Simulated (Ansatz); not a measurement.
# Sb in Ansatz: convergence with k mesh

The system is Sb.

```xyz
2
Lattice="3.3545 0.0000 0.0000 -1.6773 2.9051 0.0000 0.0000 0.0000 5.4702" Properties=species:S:1:pos:R:3 pbc="T T T"
Sb    1.6773    0.9684    4.1026
Sb    0.0000    1.9367    1.3675
```

This isn't the form of Sb at room conditions, which is rhombohedral.

| Item | Value |
| --- | --- |
| Program | Ansatz 0.2.0 |
| Task | convergence study |
| Functional | r2SCAN |
| Potentials or basis | Ansatz PAW earlier set |
| Cutoff | 430 eV |
| Density cutoff | 1720 eV |
| k mesh | 3 × 3 × 2 |
| Occupations | fermi-dirac, width 0.05 eV |
| Spin | no spin polarisation |

These are the settings of the first run; the series varies k mesh, with any setting tied to it.

Hardware: 2 threads of Arm Neoverse V2 (shared host).

| k mesh | energy less the tightest run, at zero smearing (meV/atom) | pressure (GPa) | SCF cycles | CPU time (s) | peak memory (GiB) |
| --- | --- | --- | --- | --- | --- |
| 3 × 3 × 2 | -308.23 | 1.88 | 6 | 1.9 | 0.36 |
| 4 × 4 × 2 | -56.87 | 1.05 | 7 | 1.9 | 0.37 |
| 4 × 4 × 3 | -40.65 | 0.94 | 7 | 2 | 0.37 |
| 5 × 5 × 3 | -20.88 | -0.24 | 6 | 2 | 0.38 |
| 7 × 7 × 4 | 6.28 | 1.14 | 7 | 3.1 | 0.41 |
| 8 × 8 × 5 | 12.17 | 0.61 | 7 | 3.5 | 0.42 |
| 10 × 10 × 6 | 1.48 | 1.18 | 7 | 5.5 | 0.44 |
| 13 × 13 × 7 | 9.97 | 0.92 | 7 | 8.4 | 0.46 |
| 15 × 15 × 8 | 0.00 | 1.10 | 7 | 12 | 0.49 |

Not settled before the last step: the energy (to 1 meV/atom), the pressure (to 0.1 GPa). Meshes of other sizes hit other points, so gaps and Fermi surfaces needn't settle smoothly. The tightest run that finished is the yardstick and may itself not be fully converged.

Caveat, for the tightest run too: the PAW data sets come from PBE, with cores solved anew for the run's functional, which leaves a small shift of forces and pressure. The run has no spin-orbit coupling, so splittings on Sb are missing.
